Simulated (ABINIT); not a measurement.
Runs of ABINIT 10.8.3 (patched build) on Pd. It takes space group Fm-3m (No. 225, cubic). Conventional cell: a = 3.893 Å, b = 3.893 Å, c = 3.893 Å, α = 90.00°, β = 90.00°, γ = 90.00°. Pd (site symmetry m-3m) has 12 Pd at 2.75 Å as nearest neighbours. 

```tsv
task	level	potentials or basis	k mesh	cutoff (eV)	fine-grid cutoff	mesh quality	gap on the mesh (eV)	pressure (GPa)	V0 of scaled cells (Å³/atom)	B0 (GPa)
band structure	PBEsol	PseudoDojo NC SR PBEsol v0.4.1 standard	12 × 12 × 12	1116	-	not flagged	none	(c)	-	-
band structure	rPW86PBE	PseudoDojo NC SR PBE v0.4.1 standard	12 × 12 × 12	1116	-	not flagged	none	18.0	-	-
band structure	PBE	SPMS NC PBE v1.0	12 × 12 × 12	898	-	not flagged	none	7.8	-	-
band structure	AM05	PseudoDojo NC SR PBEsol v0.4.1 standard	12 × 12 × 12	1116	-	not flagged	none	-3.8	-	-
single point	PBEsol	JTH PAW PBE v2.0	7 × 7 × 7	626	1224.51 eV	coarse	none	(d)	-	-
equation of state	LDA-PZ	JTH PAW LDA v2.0	12 × 12 × 12	626	1224.51 eV	not flagged	-	-	14.11	(b)
equation of state	PBEsol	JTH PAW PBE v2.0	12 × 12 × 12	626	1224.51 eV	not flagged	-	-	14.53	200
single point	PBEsol	JTH PAW PBE v2.0	16 × 16 × 16	626	1224.51 eV	not flagged	none	-2.6	-	-
band structure	WC	PseudoDojo NC SR PBEsol v0.4.1 standard	12 × 12 × 12	1116	-	not flagged	none	-1.6	-	-
equation of state	PW91	JTH PAW PBE v2.0	12 × 12 × 12	626	1224.51 eV	not flagged	-	-	15.30	(a)
equation of state	LDA-VWN	JTH PAW LDA v2.0	12 × 12 × 12	626	1224.51 eV	not flagged	-	-	14.09	218
band structure	PW91	PseudoDojo NC SR PBE v0.4.1 standard	12 × 12 × 12	1116	-	not flagged	none	7.0	-	-
```

Alike in all rows: no spin polarisation; cell as given; smearing fermi-dirac 0.05 eV.

Problem. Estimate the missing entries.

Solution. (a) 174; (b) 219; (c) -3.0; (d) -2.1.

Caveats: some runs use coarse meshes; the potentials were made for another functional, which shifts forces and pressure (some runs); the PAW data sets were made with another functional, which shifts forces and pressure a little (some runs); pressures at fixed basis lie under the slope of the energies (some runs); so large a pressure means that the cell lies far from this level's equilibrium, or that cutoff or potentials fall short (some runs).

A k mesh can miss the band edges, and the runs leave out spin-orbit coupling on Pd.

A gap of «none» marks a metal or a gap under the smearing width.
